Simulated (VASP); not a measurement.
Here is a VASP 6.6.1 calculation.

Contents of INCAR:

```
PREC     = Accurate       # precision mode
ENCUT    = 520            # plane-wave cutoff, eV
EDIFF    = 1E-6           # SCF threshold, eV
ISMEAR   = 0              # smearing method
SIGMA    = 0.02           # smearing width, eV
LREAL    = False          # projectors in reciprocal space
LASPH    = True           # aspherical terms in the spheres
NELM     = 100            # most SCF steps
ALGO     = Normal         # electronic algorithm
ISIF     = 2              # what is computed and relaxed
LWAVE    = False          # write WAVECAR
LCHARG   = False          # write CHGCAR
MAGMOM   = 0 0 0 0 0 0 0 0 0 # initial moments
LORBIT   = 11             # projections on sites
LSORBIT  = True           # spin-orbit coupling
GGA_COMPAT= False        
LMAXMIX  = 4              # l up to which the mixer works
METAGGA  = R2SCAN         # meta-GGA
LMIXTAU  = True         
NBANDS   = 37             # bands
KPAR     = 2
```

File KPOINTS:

```
regular mesh
0
Gamma
  6 6 4
```

Contents of POSCAR:

```
ZrSe2
1.0
    3.7980000000      0.0000000000      0.0000000000
   -1.8990000000      3.2891644836      0.0000000000
    0.0000000000      0.0000000000      6.1920000000
Zr Se
1 2
Direct
    0.0000000000      0.0000000000      0.0000000000
    0.6666666667      0.3333333333      0.7500000000
    0.3333333333      0.6666666667      0.2500000000
```

KPOINTS_OPT

```
path GMKGALHA,LM,KH
20
line-mode
reciprocal
 0.0000000000  0.0000000000  0.0000000000  G
 0.5000000000  0.0000000000  0.0000000000  M

 0.5000000000  0.0000000000  0.0000000000  M
 0.3333333333  0.3333333333  0.0000000000  K

 0.3333333333  0.3333333333  0.0000000000  K
 0.0000000000  0.0000000000  0.0000000000  G

 0.0000000000  0.0000000000  0.0000000000  G
 0.0000000000  0.0000000000  0.5000000000  A

 0.0000000000  0.0000000000  0.5000000000  A
 0.5000000000  0.0000000000  0.5000000000  L

 0.5000000000  0.0000000000  0.5000000000  L
 0.3333333333  0.3333333333  0.5000000000  H

 0.3333333333  0.3333333333  0.5000000000  H
 0.0000000000  0.0000000000  0.5000000000  A

 0.5000000000  0.0000000000  0.5000000000  L
 0.5000000000  0.0000000000  0.0000000000  M

 0.3333333333  0.3333333333  0.0000000000  K
 0.3333333333  0.3333333333  0.5000000000  H
```

Potentials or basis: VASP PAW PBE potentials, release 64 (Zr_sv, Se).

Run with:

```bash
$ cat potpaw_PBE.64/Zr_sv/POTCAR potpaw_PBE.64/Se/POTCAR > POTCAR
$ mpirun -np 2 vasp_ncl > vasp.out
```

**Question.** Predict the largest force.

**Answer.** 0.152 eV/Å.

**Question.** Predict the pressure.

**Answer.** 1.5 GPa.

Forces in eV/Å, atoms in the order of the input:
```
Zr   0.000  0.000  0.000
Se   0.000  0.000 -0.152
Se   0.000  0.000  0.152
```

Caveat: the PAW data sets were made with another functional, which shifts forces and pressure a little.
